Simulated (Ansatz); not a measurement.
# ZrO2: the cost of one run

Computed with Ansatz 0.2.0, driven from Python. Level of theory: DFT PBE, plane waves, PAW.

## (1) Starting point

ZrO2 P4_2/nmc: Symmetry: P4_2/nmc, No. 137, tetragonal system. The conventional cell has a = 3.596 Å, b = 3.596 Å, c = 5.177 Å, α = 90.00°, β = 90.00°, γ = 90.00°. Zr (site symmetry -4m2) is surrounded by 8 O at 2.08 to 2.37 Å. Around O (site symmetry 2mm) lie 4 Zr at 2.08 to 2.37 Å.

Zr P6_3/mmc: The structure is hexagonal, space group P6_3/mmc (No. 194). The conventional cell has a = 3.232 Å, b = 3.232 Å, c = 5.147 Å, α = 90.00°, β = 90.00°, γ = 120.00°. Around Zr (site symmetry -6m2) lie 12 Zr at 3.18 to 3.23 Å.

O in a box: Symmetry: Pmmm, No. 47, orthorhombic system. Conventional cell: a = 9.000 Å, b = 9.500 Å, c = 10.000 Å, α = 90.00°, β = 90.00°, γ = 90.00°. O (site symmetry mm2) has 1 O at 1.23 Å as nearest neighbours.

The script holds or builds the structure itself.

## (2) The script

zro2_formation.py

```python
'''Is ZrO2 bound against its elements, after relaxing cells and atoms.'''

from collections import Counter
import warnings

import ansatz as az
import numpy as np

PHASES = {
    'ZrO2': (
        [(3.5961, 0.0, 0.0), (0.0, 3.5961, 0.0), (0.0, 0.0, 5.177)],
        [
            ('Zr', (0.0, 0.0, 0.0)),
            ('Zr', (0.5, 0.5, 0.5)),
            ('O', (0.0, 0.5, 0.203)),
            ('O', (0.0, 0.5, 0.703)),
            ('O', (0.5, 0.0, 0.297)),
            ('O', (0.5, 0.0, 0.797)),
        ],
    ),
    'Zr': (
        [(3.232, 0.0, 0.0), (-1.616, 2.7989941, 0.0), (0.0, 0.0, 5.147)],
        [
            ('Zr', (1 / 3, 2 / 3, 0.25)),
            ('Zr', (2 / 3, 1 / 3, 0.75)),
        ],
    ),
    'O2': (
        [(9.0, 0.0, 0.0), (0.0, 9.5, 0.0), (0.0, 0.0, 10.0)],
        [
            ('O', (0.5, 0.5, 0.4385)),
            ('O', (0.5, 0.5, 0.5615)),
        ],
    ),
}


def build(vectors, sites):
    crystal = az.Crystal(lattice=az.Lattice.of(vectors))
    for symbol, position in sites:
        crystal = crystal.atom(symbol, position)
    return crystal

POLARISED = {'O2'}

GASES = {'O2'}


def compute(name, crystal):
    calc = (
        crystal.calculation()
        .functional('pbe')
        .basis(450)  # plane waves up to this kinetic energy
        .kpoints(spacing=0.14)
        .occupations('fermi_dirac', width=0.05)  # smearing steadies the SCF of a metal
        .stress()  # GPa
    )
    if name in POLARISED:
        calc = calc.spin('collinear')
    if name in GASES:
        return calc.kpoints(1, 1, 1).relax(force_tolerance=0.03, max_steps=40).run(threads=1)
    calc = calc.relax(force_tolerance=0.03, max_steps=40, cell=True)
    return calc.run(threads=1)


def counts(outcome):
    return Counter(site.symbol for site in outcome.lattice.sites)

def formation_energy(outcome, mu):
    n = counts(outcome)
    return (outcome.report['energy_sigma0_ev'] - sum(k * mu[element] for element, k in n.items())) / sum(n.values())


def volume_per_atom(outcome):
    return abs(np.linalg.det(outcome.lattice.cell_ang)) / len(outcome.lattice.sites)


def main() -> None:
    warnings.simplefilter('ignore', az.DeckWarning)

    phases = {name: build(*cell) for name, cell in PHASES.items()}
    phases['O2'] = phases['O2'].moments(O=1.0)

    done = {name: compute(name, crystal) for name, crystal in phases.items()}

    # chemical potentials of the elements at zero temperature
    references = {'Zr': 'Zr', 'O': 'O2'}
    mu = {element: done[name].report['energy_sigma0_ev'] / len(done[name].lattice.sites) for element, name in references.items()}

    target = done['ZrO2']
    heat = formation_energy(target, mu)
    n = counts(target)
    print('cell content:', dict(n), ' volume', round(volume_per_atom(target), 3), 'A^3/atom')
    print('formation energy', round(heat, 4), 'eV/atom,', round(heat * sum(n.values()), 4), 'eV per cell')
    print('bound against the elements' if heat < 0 else 'unbound against the elements')
    # gas references are bare DFT energies, without zero-point or fitted corrections


if __name__ == '__main__':
    main()
```

## (3) The input behind the calls

The package turns the script's settings into the engine's input (first run):

```yaml
crystal:
  lattice:
    - [3.5961, 0.0, 0.0]
    - [0.0, 3.5961, 0.0]
    - [0.0, 0.0, 5.177]
  atoms:
    - { symbol: Zr, position: [0.0, 0.0, 0.0] }
    - { symbol: Zr, position: [0.5, 0.5, 0.5] }
    - { symbol: O, position: [0.0, 0.5, 0.203] }
    - { symbol: O, position: [0.0, 0.5, 0.703] }
    - { symbol: O, position: [0.5, 0.0, 0.297] }
    - { symbol: O, position: [0.5, 0.0, 0.797] }
basis:
  ecutwfc: 450.0
kpoints:
  mp_grid:
    kspacing: 0.14
hamiltonian:
  xc: pbe
scf:
  occupations:
    method: fermi_dirac
    width: 0.05
relax:
  f_tol: 0.03
  max_steps: 40
  cell: {}
output:
  stress: true
```

## (4) Launch

Command:

```sh
$ python zro2_formation.py
```

Q: Estimate wall time and peak memory on 1 thread of Arm Neoverse V2, shared host.

About 2.7 min, with a peak of 0.88 GiB.
